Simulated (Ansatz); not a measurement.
## Predicting one run from its neighbours: the energy of slabs against their depth, the (110) slab of InN (cut from a parent of space group no. 216; 16 atoms in the cell)

```yaml
crystal:
  lattice:
    - [4.95510, 0.00000, 0.00000]
    - [0.00000, 3.50379, 0.00000]
    - [0.00000, 0.00000, 26.26329]
  atoms:
    - { symbol: In, position: [0.00000, 0.75000, 0.33324] }
    - { symbol: In, position: [0.50000, 0.25000, 0.26653] }
    - { symbol: In, position: [0.00000, 0.75000, 0.46665] }
    - { symbol: In, position: [0.50000, 0.25000, 0.39994] }
    - { symbol: In, position: [0.00000, 0.75000, 0.60006] }
    - { symbol: In, position: [0.50000, 0.25000, 0.53335] }
    - { symbol: In, position: [0.00000, 0.75000, 0.73347] }
    - { symbol: In, position: [0.50000, 0.25000, 0.66676] }
    - { symbol: N, position: [0.25000, 0.75000, 0.26653] }
    - { symbol: N, position: [0.75000, 0.25000, 0.33324] }
    - { symbol: N, position: [0.25000, 0.75000, 0.39994] }
    - { symbol: N, position: [0.75000, 0.25000, 0.46665] }
    - { symbol: N, position: [0.25000, 0.75000, 0.53335] }
    - { symbol: N, position: [0.75000, 0.25000, 0.60006] }
    - { symbol: N, position: [0.25000, 0.75000, 0.66676] }
    - { symbol: N, position: [0.75000, 0.25000, 0.73347] }
```
(The smallest cell of the table.)

Computed with LDA (PW92), default PAW files made with PBE (plane waves; Ansatz, a program for electronic structure).

Base settings: basis.ecutwfc = 420 eV; kpoints.mp_grid.grid = 3 4 1; hamiltonian.xc = lda; hamiltonian.pseudopotentials = {kind: paw} (the program's default PAW files); scf.occupations.method = fermi_dirac; scf.occupations.width = 0.02 eV.

The starting cell has typed, rounded lattice constants, without a prior relaxation at this level. The slab is cut from that crystal, and its faces are unrelaxed. Its lattice was rescaled by up to half a per cent. Spin polarisation is off, though cut faces can carry moments; a gap of a slab can lie between surface states. Forces in the cell shown exceed 1 eV/Å.

Deep slabs follow E = 2Aγ + N·e, so a straight line through E against N gives the surface energy without a separate bulk run; a round N·e is taken off to keep the numbers short. The area A is 17.362 Å².

```
atoms N  E − N·(-2915.378 eV) (eV)
-------  -------------------------
16                          2.0739
20                          1.5570
24                               ?
28                          0.5184
32                         -0.0006
```

Q: Fit the line to the 4 rows given and predict the withheld one.

A: Means: x̄ = 24.000, ȳ = 1.0372. Σ(x − x̄)(y − ȳ) = -20.75 and Σ(x − x̄)² = 160.0, so b = -0.1297 and a = ȳ − b·x̄ = 4.1500; γ = a/2A = 1.915 J/m² (unrelaxed) and e = -2915.5077 eV per atom. The largest residual of the fitted rows is 0.00100. At x = 24 the line gives 1.0372 eV. The run gave 1.0386 eV, a miss of 0.0014 eV. The table is a window of a longer ladder. The rows were chosen because the form fits them, the withheld one included, so this shows the method and is no test of the form.

Left out of this page: 2 runs of the series outside the window shown, repeating another row's setting, or not comparable.

Keys are those of Ansatz 0.2.
